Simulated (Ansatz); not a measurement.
# Rh: a trigonal deformation path

An exercise on one series of results from a longer session: the logs are not shown, and one member is left open.

Program: Ansatz 0.2.0. Level of theory: DFT PBE, scalar-relativistic, plane waves, PAW. These are calculated values, not measurements.

### The system as given

Symmetry: Fm-3m, No. 225, cubic system. Conventional cell: a = 3.803 Å, b = 3.803 Å, c = 3.803 Å, α = 90.00°, β = 90.00°, γ = 90.00°. Rh (site symmetry m-3m) is surrounded by 12 Rh at 2.69 Å.

Structure file:

```cif
data_structure
_symmetry_space_group_name_H-M 'P 1'
_symmetry_Int_Tables_number 1
_cell_length_a 2.6892
_cell_length_b 2.6892
_cell_length_c 2.6892
_cell_angle_alpha 60.000
_cell_angle_beta 60.000
_cell_angle_gamma 60.000
_cell_volume 13.75
loop_
_atom_site_label
_atom_site_type_symbol
_atom_site_fract_x
_atom_site_fract_y
_atom_site_fract_z
_atom_site_occupancy
Rh1 Rh 0.00000 0.00000 0.00000 1
```

No relaxation comes first: the listed cell is the starting point.

The first run:

input.yaml

```yaml
crystal:
  lattice:
    - [0.0, 1.90155, 1.90155]
    - [1.90155, 0.0, 1.90155]
    - [1.90155, 1.90155, 0.0]
  atoms:
    - { symbol: Rh, position: [0.0, 0.0, 0.0] }
basis:
  ecutwfc: 420
kpoints:
  mp_grid: { grid: [24, 24, 24] }
hamiltonian:
  xc: pbe
scf:
  occupations: { method: gaussian, width: 0.15 }
output:
  forces: true
  stress: true
  eigenvalues: true
  write_density: true
  write_potential: true
  elf: true
  volumetric_format: npy
```

Command:

```console
ansatz run input.yaml --threads 1 --pin off --max-ram 2560MiB --backend cpu --events-out ev --progress --plain --runs-dir out
```

Steps of the session up to this table: Zero of the scan; Point ρ = 0.500; At ρ = 2.000; Point ρ = 0.710; ρ = 1.410; At ρ = 0.600; Point ρ = 0.850; Point ρ = 1.200; Point ρ = 1.700; ρ = 0.930; Point ρ = 1.080.

One of the session's tables, all rows but one given; the rest of the session is left out.

It belongs to the step «The scan collected». The scan, with free energies counted from the undisturbed cell:

| ρ | ΔE (meV/atom) | pressure (GPa) |
| --- | --- | --- |
| 0.500 | 1109.5 | 47.8 |
| 0.600 | 1098.1 | 44.9 |
| 0.710 | 948.8 | 35.7 |
| 0.850 | ? | ? |
| 0.930 | 60.1 | 7.8 |
| 1.000 | 0.0 | 5.8 |
| 1.080 | 67.4 | 8.1 |
| 1.200 | 360.8 | 19.0 |
| 1.410 | 1195.9 | 52.0 |
| 1.700 | 2894.9 | 116.9 |
| 2.000 | 5261.9 | 201.2 |

Estimate the missing values for ρ = 0.850.

Worked estimate for «ΔE (meV/atom)». A straight line through the neighbours (0.710, 948.8) and (0.930, 60.1) gives 948.8 + (60.1 − 948.8) × (0.850 − 0.710) / (0.930 − 0.710) = 383.3; a parabola fitted to 4 rows on both sides gives 447.6.

The run gave: ΔE (meV/atom): 286.4; pressure (GPa): 14.8. In «ΔE (meV/atom)» the line misses by +96.9 and the parabola by +161.2.
